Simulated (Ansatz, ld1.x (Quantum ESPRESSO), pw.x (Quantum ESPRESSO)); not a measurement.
technetium (Tc): does the PAW potential hold in the solid?

| Quantity | Value |
| --- | --- |
| Element | technetium |
| Generator | ld1.x (Quantum ESPRESSO) 7.5 |
| Type | PAW |
| Functional | PBE |
| Relativity | scalar-relativistic |
| Frozen core | [Kr] |
| Valence charge | 7 |
| Reference configuration | 4d5 5s0 5p0 (charge +2) |
| Partial waves | 5s (bound, empty): rcut 2.15, rcutus 2.60 bohr; 5s channel at 0.2 Ry: rcut 2.15, rcutus 2.60 bohr; 5p (bound, empty): rcut 3.00, rcutus 3.40 bohr; 5p channel at 1.45 Ry: rcut 3.00, rcutus 3.40 bohr; 4d (bound): rcut 1.80, rcutus 2.35 bohr; 4d channel at -1.3 Ry: rcut 1.80, rcutus 2.35 bohr |
| Local potential | all-electron potential smoothed inside 2.20 bohr (lloc = -2) |
| Core correction | none |
| Augmentation charge | BESSEL, radius 1.80 bohr |

Atomic tests: cutoffs needed: 18 Ry and 30 Ry (the cutoffs (Ry, on a coarse ladder) from which the occupation-weighted sum of valence levels, in a spherical-Bessel basis at the reference potential, stays within 10 and 1 mRy of its value at 400 Ry); ghost test: no extra level below or beside the all-electron valence levels (s, p, d, f tested) (spherical-Bessel basis up to 400 Ry, 20 bohr box); largest excitation error: -986 meV (all-electron minus pseudo) for 4d3 5s0 5p0, out of 7 test configurations.

Crystal test: fcc Tc in pw.x 7.5, no spin, 15³ k-points, Fermi–Dirac smearing 0.01 Ry, cutoffs 40/320 Ry. The reference is all-electron LAPW (Ansatz 0.2.0) with the same functional, mesh and smearing; V0 and B0 come from Birch–Murnaghan fits to the pressures at five volumes. Errors are pseudo minus all-electron; Δ is the rms difference of the E(V) curves that follow from these fits, minima aligned, over ±6 % about the mean V0. Mesh and smearing are coarse, so the numbers serve the comparison and aren't converged zero-temperature values; the lattice is a test structure that the element need not adopt.

```json
{"V (Å³/atom)": "13.816", "P all-electron (GPa)": "16.43", "P pseudo (GPa)": "14.36"}
{"V (Å³/atom)": "14.179", "P all-electron (GPa)": "7.40", "P pseudo (GPa)": "4.58"}
{"V (Å³/atom)": "14.543", "P all-electron (GPa)": "-0.46", "P pseudo (GPa)": "-3.86"}
{"V (Å³/atom)": "14.907", "P all-electron (GPa)": "-7.31", "P pseudo (GPa)": "-11.16"}
{"V (Å³/atom)": "15.270", "P all-electron (GPa)": "-13.27", "P pseudo (GPa)": "-17.45"}
```

All-electron: a0 = 3.873 Å (V0 = 14.52 Å³/atom), B0 = 295.3 GPa.

Pseudopotential: mean pressure error (GPa): -3.27; a0 (Å): 3.859; a0 error (%): -0.35; B0 error (%): +12.5; Δ (meV/atom): 10.1. The largest radius (3.40 bohr) exceeds half the bond length (2.59 bohr), so the spheres overlap, which is one possible source of error among others. This is a poor potential for the solid.

Question: At the middle volume, how do free energy and pressure move when the wave cutoff is lowered (ecutrho held at 320 Ry)?

Answer:

```csv
cutoff (Ry),shift of F (meV/atom),shift of P (GPa)
18,+63.9,-6.24
24,+9.9,+0.00
32,+0.8,-0.06
```

Input at the middle volume:

```
&control
  calculation='scf', prefix='x', pseudo_dir='./', outdir='./tmp', tstress=.true., disk_io='none'
/
&system
  ibrav=0, nat=1, ntyp=1, ecutwfc=40, ecutrho=320, nbnd=11,
  occupations='smearing', smearing='fd', degauss=0.01
/
&electrons
  conv_thr=1e-09, mixing_beta=0.4, electron_maxstep=70
/
ATOMIC_SPECIES
Tc 1.0 Tc.UPF
CELL_PARAMETERS angstrom
  0.00000000 1.93734962 1.93734962
  1.93734962 0.00000000 1.93734962
  1.93734962 1.93734962 0.00000000
ATOMIC_POSITIONS crystal
Tc 0.0000 0.0000 0.0000
K_POINTS automatic
15 15 15 0 0 0
```

```bash
pw.x < Tc.scf.in > Tc.scf.out
```

Lines of the output:

```
Message from routine setup:
     using ibrav=0 with symmetry is DISCOURAGED, use correct ibrav instead
     lattice parameter (alat)  =       5.1775  a.u.
     unit-cell volume          =      98.1410 (a.u.)^3
     number of electrons       =         7.00
     number of Kohn-Sham states=           11
     kinetic-energy cutoff     =      40.0000  Ry
     charge density cutoff     =     320.0000  Ry
     scf convergence threshold =      1.0E-09
     Exchange-correlation= SLA  PW   PBX  PBC
     number of k points=   120  Fermi-Dirac smearing, width (Ry)=  0.0100
     iteration #  1     ecut=    40.00 Ry     beta= 0.40
     total energy              =    -272.39019329 Ry
     estimated scf accuracy    <       3.58807570 Ry
     iteration #  2     ecut=    40.00 Ry     beta= 0.40
     total energy              =    -272.41865591 Ry
     estimated scf accuracy    <       0.36496536 Ry
     iteration #  3     ecut=    40.00 Ry     beta= 0.40
     total energy              =    -272.47823708 Ry
     estimated scf accuracy    <       0.00858572 Ry
     iteration #  4     ecut=    40.00 Ry     beta= 0.40
     total energy              =    -272.48036108 Ry
     estimated scf accuracy    <       0.00048024 Ry
     iteration #  5     ecut=    40.00 Ry     beta= 0.40
     total energy              =    -272.48193205 Ry
     estimated scf accuracy    <       0.00188406 Ry
     iteration #  6     ecut=    40.00 Ry     beta= 0.40
     total energy              =    -272.48207988 Ry
     estimated scf accuracy    <       0.00002961 Ry
     iteration #  7     ecut=    40.00 Ry     beta= 0.40
     total energy              =    -272.48208020 Ry
     estimated scf accuracy    <       0.00000032 Ry
     iteration #  8     ecut=    40.00 Ry     beta= 0.40
     total energy              =    -272.48208022 Ry
     estimated scf accuracy    <          6.6E-09 Ry
     iteration #  9     ecut=    40.00 Ry     beta= 0.40
     total energy              =    -272.48208023 Ry
     estimated scf accuracy    <          2.6E-09 Ry
     iteration # 10     ecut=    40.00 Ry     beta= 0.40
     total energy              =    -272.48208023 Ry
     estimated scf accuracy    <          4.3E-09 Ry
     iteration # 11     ecut=    40.00 Ry     beta= 0.40
     the Fermi energy is    15.7971 ev
!    total energy              =    -272.48208023 Ry
     estimated scf accuracy    <          4.9E-12 Ry
     smearing contrib. (-TS)   =      -0.00466613 Ry
     convergence has been achieved in  11 iterations
          total   stress  (Ry/bohr**3)                   (kbar)     P=      -38.62
     Message from routine punch:
     Nothing written, as per user request (disk_io='none')
```

The run at the middle volume (120 k-points, 11 iterations) took about 12 s on one core of a shared host (Neoverse-V2, 96 threads, 742 GiB, load 46).
